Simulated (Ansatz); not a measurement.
## Minibands of ZnSe/CdS superlattices

Wanted: band edges and complex bands along the stacking of ZnSe/CdS. The crystals are ZnSe zinc blende(111) and CdS zinc blende(111), on a common net of side 4.2 Å (+3.5 % and +0.0 % against typed lattice constants near PBE's). Layer spacings come from each crystal relaxed along the normal on that net, and the joins take bond lengths estimated from both crystals. The stacks are then relaxed. The first steps treat the bulk crystals alone. PBEsol has lattice constants of its own, so the true strain differs.

Calculated with Ansatz 0.2.0; PBEsol DFT, plane waves, PAW files, in the first sound run; inputs show where later runs differ.

Most raw output is cut from this account.

## Step 1: Starting point

It takes space group R3m (No. 160, trigonal). Conventional cell: a = 4.200 Å, b = 4.200 Å, c = 9.700 Å, α = 90.00°, β = 90.00°, γ = 120.00°. Nearest to Zn lie 4 Se at 2.42 to 2.56 Å. Se has 4 Zn at 2.42 to 2.56 Å nearest. Farther neighbours and most contacts between anions are not listed.

## Step 2: Relaxing along the normal, strain 0.0348, crystal ZnSe zinc blende(111)

The crystal is held to the common net and relaxed along the normal.

Contents of input.yaml:

```yaml
crystal:
  lattice:
    - [4.2, 0.0, 0.0]
    - [-2.1, 3.6373066959, 0.0]
    - [0.0, 0.0, 9.6998519365]
  atoms:
    - { symbol: Zn, position: [0.0, 0.0, 0.0] }
    - { symbol: Se, position: [0.0, 0.0, 0.25] }
    - { symbol: Zn, position: [0.3333333333, 0.6666666667, 0.3333333333] }
    - { symbol: Se, position: [0.3333333333, 0.6666666667, 0.5833333333] }
    - { symbol: Zn, position: [0.6666666667, 0.3333333333, 0.6666666667] }
    - { symbol: Se, position: [0.6666666667, 0.3333333333, 0.9166666667] }
kpoints:
  mp_grid: { grid: [6, 6, 4] }
scf:
  occupations: { method: fixed }
  max_iter: 120
hamiltonian:
  xc: pbesol
output: {}
relax:
  f_tol: 0.01
  max_steps: 40
  cell: { fix: [a, b, angles] }
```

Command:

```console
$ ansatz run input.yaml --threads 4 --pin off --max-ram 10240MiB --backend cpu --events-out ev --progress --plain --runs-dir out
```

The job ended after 18 s (4 threads of Arm Neoverse V1, shared host; peak memory 0.52 GiB; 70 s of CPU time).

Step by step:

```
step  energy less that of the first step (eV)  largest force component (eV/Å)  pressure (GPa)  volume (Å³)
   1                                   0.0000                          0.2592           -4.86       148.18
   2                                  -0.0492                          0.0937           -3.73       143.87
   3                                  -0.0510                          0.0462           -3.81       143.97
   4                                  -0.0516                          0.0001           -3.92       144.13
  5*                                  -0.0505                          0.0000           -3.92       144.13
```

Relaxation steps marked * repeat the geometry before them on a plane-wave basis chosen anew for their cell, so energy and pressure can jump there.

Forces are held to the 18 operations that the run works with; a distortion that breaks them can't arise in this run.

```
conventional cell, symmetrised  before  after  change
                         a (Å)   4.200  4.200  +0.0 %
                         b (Å)   4.200  4.200  +0.0 %
                         c (Å)   9.700  9.435  -2.7 %
              volume (Å³/atom)   24.70  24.02  -2.7 %
```

The atoms that moved most (Å, as changes of fractional coordinates times the final cell):

```
atom     dx     dy      dz  length
 Se4  0.000  0.000   0.042   0.042
 Se2  0.000  0.000   0.042   0.042
 Zn3  0.000  0.000  -0.042   0.042
 Zn5  0.000  0.000  -0.042   0.042
 Zn1  0.000  0.000  -0.042   0.042
 Se6  0.000  0.000   0.042   0.042
```

The relaxed structure:

```cif
data_structure
_symmetry_space_group_name_H-M 'P 1'
_symmetry_Int_Tables_number 1
_cell_length_a 4.2000
_cell_length_b 4.2000
_cell_length_c 9.4349
_cell_angle_alpha 90.000
_cell_angle_beta 90.000
_cell_angle_gamma 120.000
_cell_volume 144.13
loop_
_atom_site_label
_atom_site_type_symbol
_atom_site_fract_x
_atom_site_fract_y
_atom_site_fract_z
_atom_site_occupancy
Zn1 Zn 0.00000 0.00000 0.99553 1
Se2 Se 0.00000 0.00000 0.25447 1
Zn3 Zn 0.33333 0.66667 0.32886 1
Se4 Se 0.33333 0.66667 0.58780 1
Zn5 Zn 0.66667 0.33333 0.66220 1
Se6 Se 0.66667 0.33333 0.92114 1
```

Numbers from this step:

* free energy: -26119.0679 eV
* Fermi energy: 6.105 eV
* pressure: -3.918 GPa

The relaxation ends with a largest force component of 1.1e-5 eV/Å.

## Step 3: The bulk crystal and its band edges, strain 0.0348, crystal ZnSe zinc blende(111)

The band edges of this cell are searched, off the mesh as well.

Contents of input.yaml:

```yaml
crystal:
  lattice:
    - [4.2, 0.0, 0.0]
    - [-2.1, 3.6373066959, 0.0]
    - [0.0, 0.0, 9.4348693616]
  atoms:
    - { symbol: Zn, position: [0.0, 0.0, -0.0044687947] }
    - { symbol: Se, position: [0.0, 0.0, 0.2544687947] }
    - { symbol: Zn, position: [0.3333333333, 0.6666666667, 0.3288645386] }
    - { symbol: Se, position: [0.3333333333, 0.6666666667, 0.5878021281] }
    - { symbol: Zn, position: [0.6666666667, 0.3333333333, 0.6621978719] }
    - { symbol: Se, position: [0.6666666667, 0.3333333333, 0.9211354614] }
kpoints:
  mp_grid: { grid: [8, 8, 4] }
  band_path: { path: [VBM, CBM], npoints: 24 }
scf:
  occupations: { method: fixed }
  max_iter: 120
hamiltonian:
  xc: pbesol
output:
  eigenvalues: true
checkpoint:
  write: ZnSe.run
  compress: false
  write_wavefunctions: false
```

Run time: 26 s. Hardware: 4 threads; peak memory 0.53 GiB.

This step gave:

* free energy: -26119.0736 eV
* Fermi energy: 6.104 eV
* gap on the k-mesh: 0.7541 eV
* gap on path: 0.7411 eV, by band count; negative where bands overlap
* edge places on path: 0, 0.06233 1/A along the path

Electronic bands along the path, in eV, zero at the Fermi level (highest filled level under fixed occupations); v1 is the highest filled band, c1 the lowest empty one:

```
  point     v4     v3     v2    v1    c1    c2    c3    c4
    VBM  -1.01  -0.48  -0.31  0.01  0.91  1.93  1.93  5.28
halfway  -1.02  -0.35  -0.30  0.01  0.80  1.87  1.87  5.29
    CBM  -1.05  -0.29  -0.29  0.00  0.75  1.85  1.85  5.29
```

The searched edges give 0.741 eV, against 0.754 eV on the mesh.

## Step 4: Relaxing along the normal, strain -0.0001, crystal CdS zinc blende(111)

System of this step: CdS. It takes space group F-43m (No. 216, cubic). Conventional cell: a = 5.940 Å, b = 5.940 Å, c = 5.940 Å, α = 90.00°, β = 90.00°, γ = 90.00°. Cd has 4 S at 2.57 Å nearest. Nearest to S lie 4 Cd at 2.57 Å. Farther neighbours and most contacts between anions are not listed.

Contents of input.yaml:

```yaml
crystal:
  lattice:
    - [4.2, 0.0, 0.0]
    - [-2.1, 3.6373066959, 0.0]
    - [0.0, 0.0, 10.288749211]
  atoms:
    - { symbol: Cd, position: [0.0, 0.0, 0.0] }
    - { symbol: S, position: [0.0, 0.0, 0.25] }
    - { symbol: Cd, position: [0.3333333333, 0.6666666667, 0.3333333333] }
    - { symbol: S, position: [0.3333333333, 0.6666666667, 0.5833333333] }
    - { symbol: Cd, position: [0.6666666667, 0.3333333333, 0.6666666667] }
    - { symbol: S, position: [0.6666666667, 0.3333333333, 0.9166666667] }
kpoints:
  mp_grid: { grid: [6, 6, 4] }
scf:
  occupations: { method: fixed }
  max_iter: 120
hamiltonian:
  xc: pbesol
output: {}
relax:
  f_tol: 0.01
  max_steps: 40
  cell: { fix: [a, b, angles] }
```

Run time: 14 s. Hardware: 4 threads; peak memory 0.5 GiB; 53 s of CPU time.

Step by step:

```
step  energy less that of the first step (eV)  largest force component (eV/Å)  pressure (GPa)  volume (Å³)
   1                                   0.0000                          0.0013           -3.16       157.18
   2                                  -0.0583                          0.0391           -1.28       151.39
   3                                  -0.0587                          0.0121           -1.31       151.44
   4                                  -0.0588                          0.0003           -1.30       151.38
  5*                                  -0.0580                          0.0003           -1.30       151.38
```

Relaxation steps marked * repeat the geometry before them on a plane-wave basis chosen anew for their cell, so energy and pressure can jump there.

The run keeps the 18 symmetry operations that it works with, so distortions that break them were not tested.

```
     cell as run  before  after  change
           a (Å)   4.200  4.200  +0.0 %
           b (Å)   4.200  4.200  +0.0 %
           c (Å)  10.289  9.909  -3.7 %
volume (Å³/atom)   26.20  25.23  -3.7 %
```

The atoms that moved most (Å, as changes of fractional coordinates times the final cell):

```
atom     dx     dy      dz  length
  S6  0.000  0.000   0.027   0.027
 Cd3  0.000  0.000  -0.027   0.027
 Cd1  0.000  0.000  -0.027   0.027
  S2  0.000  0.000   0.027   0.027
 Cd5  0.000  0.000  -0.027   0.027
  S4  0.000  0.000   0.027   0.027
```

The relaxed structure:

```xyz
6
Lattice="4.2000 0.0000 0.0000 -2.1000 3.6373 0.0000 0.0000 0.0000 9.9095" Properties=species:S:1:pos:R:3 pbc="T T T"
Cd    0.0000    0.0000   -0.0269
S     0.0000    0.0000    2.5042
Cd    0.0000    2.4249    3.2763
S     0.0000    2.4249    5.8074
Cd    2.1000    1.2124    6.5795
S     2.1000    1.2124    9.1105
```

This step gave:

```
free energy  : -27210.6303 eV
Fermi energy : 6.646 eV
pressure     : -1.295 GPa
```

The relaxation ends with a largest force component of 2.9e-4 eV/Å.

## Step 5: Band edges, strain -0.0001, crystal CdS zinc blende(111)

The band edges of the next crystal.

Contents of input.yaml:

```yaml
crystal:
  lattice:
    - [4.2, 0.0, 0.0]
    - [-2.1, 3.6373066959, 0.0]
    - [0.0, 0.0, 9.9094691433]
  atoms:
    - { symbol: Cd, position: [0.0, 0.0, -0.0027106782] }
    - { symbol: S, position: [0.0, 0.0, 0.2527106782] }
    - { symbol: Cd, position: [0.3333333333, 0.6666666667, 0.3306226551] }
    - { symbol: S, position: [0.3333333333, 0.6666666667, 0.5860440116] }
    - { symbol: Cd, position: [0.6666666667, 0.3333333333, 0.6639559884] }
    - { symbol: S, position: [0.6666666667, 0.3333333333, 0.9193773449] }
kpoints:
  mp_grid: { grid: [8, 8, 4] }
  band_path: { path: [VBM, CBM], npoints: 24 }
scf:
  occupations: { method: fixed }
  max_iter: 120
hamiltonian:
  xc: pbesol
output:
  eigenvalues: true
checkpoint:
  write: CdS.run
  compress: false
  write_wavefunctions: false
```

Wall time 18 s (4 threads); peak memory 0.51 GiB.

Numbers from this step:

```
free energy         : -27210.6337 eV
Fermi energy        : 6.645 eV
gap on the k-mesh   : 0.8763 eV
gap on path         : 0.8763 eV, by band count; negative where bands overlap
edge places on path : 0, 0 1/A along the path
```

Levels at VBM (eV): -7.75, -7.75, -7.72, -7.65, -7.65, -7.65, -7.65, -7.28, -7.28, -7.26, -7.26, -7.26, -7.26, -7.26, -7.26, -3.35, -3.35, -0.72, -0.72, -0.72, -0.72, -0.12, -0.12, 0.00, 0.88, 2.59, 2.59, 6.20, 6.20, 6.58, 6.58, 6.68.

The searched edges give 0.876 eV, as on the mesh.

## Step 6: Relaxation, stack ZnSe 6 / CdS 6, atomic layers of each crystal 6×6

System of this step: ZnSe (6) / CdS (6). The cell holds 12 atoms: 3 Se, 3 Zn, 3 S and 3 Cd. Its edges and angles: a = 4.200 Å, b = 4.200 Å, c = 19.344 Å, α = 90.0°, β = 90.0°, γ = 120.0°. Regions: 0: ZnSe, 6 atoms (3 Se and 3 Zn); 1: CdS, 6 atoms (3 S and 3 Cd). The structure's axis is c.

The stack is relaxed at a fixed cell, since the spacings at the joins were only estimated. The total length stays as laid.

Contents of input.yaml:

```yaml
crystal:
  lattice:
    - [4.2, 0.0, 0.0]
    - [-2.1, 3.6373066959, 0.0]
    - [0.0, 0.0, 19.3443385049]
  atoms:
    - { symbol: Se, position: [0.0, 0.0, 0.0] }
    - { symbol: Zn, position: [0.3333333333, 0.6666666667, 0.0362852482] }
    - { symbol: Se, position: [0.3333333333, 0.6666666667, 0.1625776169] }
    - { symbol: Zn, position: [0.6666666667, 0.3333333333, 0.1988628651] }
    - { symbol: Se, position: [0.6666666667, 0.3333333333, 0.3251552337] }
    - { symbol: Zn, position: [0.0, 0.0, 0.3614404819] }
    - { symbol: S, position: [0.0, 0.0, 0.4804451297] }
    - { symbol: Cd, position: [0.3333333333, 0.6666666667, 0.520356876] }
    - { symbol: S, position: [0.3333333333, 0.6666666667, 0.6512008462] }
    - { symbol: Cd, position: [0.6666666667, 0.3333333333, 0.6911125925] }
    - { symbol: S, position: [0.6666666667, 0.3333333333, 0.8219565627] }
    - { symbol: Cd, position: [0.0, 0.0, 0.8618683089] }
kpoints:
  mp_grid: { grid: [8, 8, 2] }
scf:
  occupations: { method: fixed }
  max_iter: 120
hamiltonian:
  xc: pbesol
output:
  eigenvalues: false
  forces: true
relax:
  f_tol: 0.02
  max_steps: 40
```

It took 40 s on 4 threads; peak memory 1 GiB; 2.6 min of CPU time.

Step by step:

```
step  energy less that of the first step (eV)  largest force component (eV/Å)
   1                                   0.0000                          0.1629
   2                                  -0.0026                          0.1035
   3                                  -0.0039                          0.0256
   4                                  -0.0040                          0.0090
```

Forces are held to the 6 operations that the run works with; a distortion that breaks them can't arise in this run.

The atoms that moved most (Å):

```
atom     dx     dy      dz  length
Cd12  0.000  0.000   0.022   0.022
Cd10  0.000  0.000   0.015   0.015
 Zn2  0.000  0.000  -0.013   0.013
 Zn4  0.000  0.000  -0.013   0.013
 Se1  0.000  0.000  -0.010   0.010
 Cd8  0.000  0.000   0.010   0.010
 Se3  0.000  0.000  -0.010   0.010
 Se5  0.000  0.000  -0.010   0.010
```

Numbers from this step:

| Property | Result |
| --- | --- |
| free energy | -53329.7517 eV |
| Fermi energy | 6.379 eV |

The largest force component on a free atom ends at 0.0090 eV/Å.

## Step 7: Band edges of the superlattice, atomic layers of each crystal 6×6, k-mesh 8×8×2

The band edges of this cell are searched, off the mesh as well. The next step's energy window follows from its gap.

Contents of input.yaml:

```yaml
crystal:
  lattice:
    - [4.2, 0.0, 0.0]
    - [-2.1, 3.6373066959, 0.0]
    - [0.0, 0.0, 19.3443385049]
  atoms:
    - { symbol: Se, position: [0.0, 0.0, -0.0005336332] }
    - { symbol: Zn, position: [0.3333333333, 0.6666666667, 0.0355884638] }
    - { symbol: Se, position: [0.3333333333, 0.6666666667, 0.1620746452] }
    - { symbol: Zn, position: [0.6666666667, 0.3333333333, 0.1982028265] }
    - { symbol: Se, position: [0.6666666667, 0.3333333333, 0.3246534601] }
    - { symbol: Zn, position: [0.0, 0.0, 0.3609832433] }
    - { symbol: S, position: [0.0, 0.0, 0.4808220867] }
    - { symbol: Cd, position: [0.3333333333, 0.6666666667, 0.520881573] }
    - { symbol: S, position: [0.3333333333, 0.6666666667, 0.6513883661] }
    - { symbol: Cd, position: [0.6666666667, 0.3333333333, 0.691865573] }
    - { symbol: S, position: [0.6666666667, 0.3333333333, 0.822354977] }
    - { symbol: Cd, position: [0.0, 0.0, 0.8629801803] }
kpoints:
  mp_grid: { grid: [8, 8, 2] }
  band_path: { path: [VBM, CBM], npoints: 24 }
scf:
  occupations: { method: fixed }
  max_iter: 120
hamiltonian:
  xc: pbesol
output:
  eigenvalues: true
  write_potential: true
  write_density: true
  volumetric_format: npy
  elf: true
```

Wall time 1.8 min (4 threads); peak memory 1.4 GiB.

This step gave:

```
free energy         : -53329.7518 eV
gap on the k-mesh   : 0.8133 eV
gap on path         : 0.8040 eV, by band count; negative where bands overlap
edge places on path : 0.002928, 0.07027 1/A along the path
```

Electronic bands along the path, in eV, zero at the Fermi level (highest filled level under fixed occupations); v1 is the highest filled band, c1 the lowest empty one:

```
  point     v4     v3     v2    v1    c1    c2    c3    c4
    VBM  -0.42  -0.34  -0.18  0.01  0.99  2.01  2.06  2.09
halfway  -0.42  -0.22  -0.17  0.01  0.86  1.94  2.00  2.04
    CBM  -0.44  -0.17  -0.17  0.00  0.81  1.92  1.98  2.02
```

Valence density in the ca plane at fractional y = 0.000, with atoms of Se and Zn and S and Cd within 0.2 Å of it. It is the smooth field of the valence electrons, not physical close to the nuclei.

Ten steps, logarithmic in the rise over the least value, from '0' (0 e/Å³) to '9' (33 e/Å³), each cell a mean:
```
86210000000000000268621232231000000000000001
43100000000000000123211122321000000000000001
11100000000000000011100011110000000000000000
00000000010000000010000000000000000100000000
00000001111100000110000000000000001111000000
00000001111100000110000000000000001111000001
00000000111000000110000000000000001111000000
11000000000000000010000001110000000000000000
22100000000000000112110112211000000000000000
64210000000000000246421223321000000000000001
97310000000000000379831231132000000000000002
```
Columns run along c (16.0 Å, from fractional 0.00 to 0.83 of the cell), rows up along a (4.2 Å). Atoms in or near the plane, at fractional coordinates: Zn at (0.36, 0.00), S at (0.48, 0.00).

ELF in the ca plane at fractional y = 0.000, with atoms of Se and Zn and S and Cd within 0.2 Å of it. It is the smooth field of the valence electrons, not physical close to the nuclei.

Values, 6 rows by 16 columns, each cell a mean:
```
0.05 0.02 0.13 0.10 0.18 0.72 0.66 0.43 0.02 0.04 0.03 0.04 0.24 0.57 0.33 0.69
0.32 0.10 0.26 0.31 0.17 0.50 0.58 0.19 0.14 0.27 0.12 0.10 0.26 0.21 0.18 0.58
0.51 0.17 0.45 0.61 0.17 0.09 0.16 0.15 0.34 0.46 0.16 0.20 0.60 0.38 0.05 0.14
0.49 0.16 0.42 0.56 0.17 0.15 0.21 0.14 0.30 0.43 0.16 0.18 0.53 0.32 0.07 0.24
0.23 0.07 0.20 0.22 0.19 0.63 0.72 0.25 0.09 0.19 0.10 0.07 0.20 0.26 0.23 0.67
0.03 0.02 0.13 0.07 0.16 0.69 0.53 0.47 0.02 0.02 0.02 0.04 0.28 0.67 0.35 0.65
```
Columns run along c (16.0 Å, from fractional 0.17 to 1.00 of the cell), rows up along a (4.2 Å). Atoms in or near the plane, at fractional coordinates: Se at (0.00, 0.00), Zn at (0.36, 0.00), S at (0.48, 0.00), Cd at (0.86, 0.00).

Electrostatic potential energy in the ca plane at fractional y = 0.000, with atoms of Se and Zn and S and Cd within 0.2 Å of it. With pseudopotentials it is smooth inside the atoms' cores, unlike the true potential.

Ten even steps from '0' (-26 eV) to '9' (12 eV), each cell a mean:
```
64489999999999998300027500017999999999999986
34799999999999998631268841158999999999999998
77899999999999999887889988889999999999999999
99999999999999999999999999989999999988999999
98899999888899999899999999888899998888899999
98899999888899999889999999888899998888899999
99999999888999999999999999988999999888999999
88999999999999999988899999889999999999999999
45899999999999999864589875579999999999999998
53589999999999998400048720027999999999999997
75489999999999998200027501006999999999999986
```
Columns run along c (16.0 Å, from fractional 0.00 to 0.83 of the cell; values clipped at the 3rd and 97th percentile), rows up along a (4.2 Å). Atoms in or near the plane, at fractional coordinates: Zn at (0.36, 0.00), S at (0.48, 0.00).

The searched edges give 0.804 eV, against 0.813 eV on the mesh.

(Part 1 of 3 ends here.)

[Logs are printed without paths, hosts, clocks, repeated set-up lines and the standing remarks that a program may print on its own settings, such as how far it seeks lower states.]

[Hosts, paths, dates, database ids (printed as entryN), source tags and the programs' standing remarks are cut or masked in the printed files.]
